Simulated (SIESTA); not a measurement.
Runs of SIESTA 5.4.2 on Sb. It takes space group R-3m (No. 166, trigonal). Conventional cell: a = 4.308 Å, b = 4.308 Å, c = 11.274 Å, α = 90.00°, β = 90.00°, γ = 120.00°. Sb (site symmetry 3m) is surrounded by 3 Sb at 2.91 Å. 

| task | level | potentials or basis | spin | cell | k mesh | optimiser | force tolerance | energy shift | gap on the mesh (eV) | pressure (GPa) | moment (μB) | largest force (eV/Å) |
| --- | --- | --- | --- | --- | --- | --- | --- | --- | --- | --- | --- | --- |
| relaxation of cell and atoms | AM05 | PseudoDojo 0.4 standard (PBEsol files), DZP (energy shift 0.002 Ry) | off | relaxed to 2 GPa | 8 × 8 × 8 | Broyden | 0.04 eV/Å | 0.002 Ry | none | 2.0 | - | 0.01 |
| band structure | RPBE | PseudoDojo 0.4 standard (PBE files), DZP (energy shift 0.002 Ry) | off | as given | 8 × 8 × 8 | - | - | 0.002 Ry | none | (c) | - | 0.34 |
| band structure | PBE | PseudoDojo 0.4 standard (PBE files), TZP (energy shift 0.01 Ry) | off | as given | 8 × 8 × 8 | - | - | 0.01 Ry | none | 3.2 | - | 0.46 |
| band structure | vdW-DF-cx | PseudoDojo 0.4 standard (PBE files), DZP (energy shift 0.002 Ry) | off | as given | 8 × 8 × 8 | - | - | 0.002 Ry | none | 2.3 | - | (a) |
| band structure | PBE | PseudoDojo 0.4 standard (PBE files, fully relativistic), DZP (energy shift 0.002 Ry) | non-collinear, zero start, SOC | as given | 6 × 6 × 6 | - | - | 0.002 Ry | none | (b) | 0.00 | 0.25 |
| band structure | PBE | PseudoDojo 0.4 standard (PBE files, fully relativistic), TZP (energy shift 0.002 Ry) | non-collinear, zero start, SOC | as given | 6 × 6 × 6 | - | - | 0.002 Ry | none | 4.2 | 0.00 | 0.20 |

Alike in all rows: smearing fermi-dirac 0.05 eV; grid cutoff 500 Ry.

Q: Estimate the missing entries.

A: (a) 0.29; (b) 4.1; (c) 5.4.

Caveats: semicore shells carry a single zeta, which can move pressures by several GPa and volumes by a few percent; the basis of atomic orbitals isn't converged, which shifts pressures, moduli and gaps; the potentials were made for another functional, which shifts forces and pressure (some runs); spin-orbit coupling is left out, which moves the levels of the heavy elements (some runs).

A k mesh can miss the band edges, and rows without SOC leave out spin-orbit coupling on Sb.

A gap of «none» marks a metal or a gap under the smearing width.
